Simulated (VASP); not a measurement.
A run of VASP 6.6.1:

INCAR

```
ALGO = Normal ; EDIFF = 1E-6
ENCUT = 700 ; GGA = PS
ISIF = 2 ; ISMEAR = 0
LASPH = True ; LCHARG = True
LELF = True ; LREAL = False
LVHAR = True ; LWAVE = False
NELM = 60 ; PREC = Accurate
SIGMA = 0.02
```

Contents of KPOINTS:

```
k-points
0
Gamma
  12 12 12
```

The input POSCAR:

```
BAs
1.0
    0.0000000000      2.3885000000      2.3885000000
    2.3885000000      0.0000000000      2.3885000000
    2.3885000000      2.3885000000      0.0000000000
B As
1 1
Direct
    0.0000000000      0.0000000000      0.0000000000
    0.2500000000      0.2500000000      0.2500000000
```

Potentials or basis: VASP PAW PBE potentials, release 64 (B, As).

Run with:

```sh
$ cat potpaw_PBE.64/B/POTCAR potpaw_PBE.64/As/POTCAR > POTCAR
$ mpirun -np 1 vasp_std > vasp.out
```

Hardware: 1 thread of Intel(R) Xeon(R) 6975P-C (Granite Rapids), with other jobs on the host.

How long does it take, and how much memory?

Wall time 14 s on 1 thread of Intel(R) Xeon(R) 6975P-C (Granite Rapids), with other jobs on the host, peak memory 0.18 GiB. Counts: scf iterations 12, k points 72.
